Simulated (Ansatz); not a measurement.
Lu:

```xyz
1
Lattice="-1.9541 1.9541 1.9541 1.9541 -1.9541 1.9541 1.9541 1.9541 -1.9541" Properties=species:S:1:pos:R:3 pbc="T T T"
Lu    0.0000    0.0000    0.0000
```

This isn't the form of Lu at room conditions, which is hcp.

- Program: Ansatz 0.2.0
- Task: relaxation of cell and atoms
- Functional: PBEsol
- Potentials or basis: Ansatz PAW
- Cutoff: 420 eV (not typed: the program's choice for these potentials)
- k mesh: 10 × 10 × 10
- Occupations: fermi-dirac, width 0.05 eV
- Spin: no spin polarisation

At the start: volume 29.85 Å³/atom.

Where does the relaxation end?

It ends after 4 steps and the volume is 27.91 Å³/atom (-6.5 %); space group Im-3m (No. 229, to 0.05 Å).

Step by step:
```csv
step,energy change (eV),largest force (eV/Å),volume (Å³)
1,0.0000,0.0000,29.85
2,-0.0183,0.0000,28.01
3,-0.0184,0.0000,27.91
4,-0.0180,0.0000,27.91
```

Final structure:
```xyz
1
Lattice="-1.9108 1.9108 1.9108 1.9108 -1.9108 1.9108 1.9108 1.9108 -1.9108" Properties=species:S:1:pos:R:3 pbc="T T T"
Lu    0.0000    0.0000    0.0000
```

Caveat: the plane-wave basis is chosen anew once the cell has moved, so the energies of steps on either side of that aren't comparable; the PAW data sets come from PBE, with cores solved anew for the run's functional, which leaves a small shift of forces and pressure.
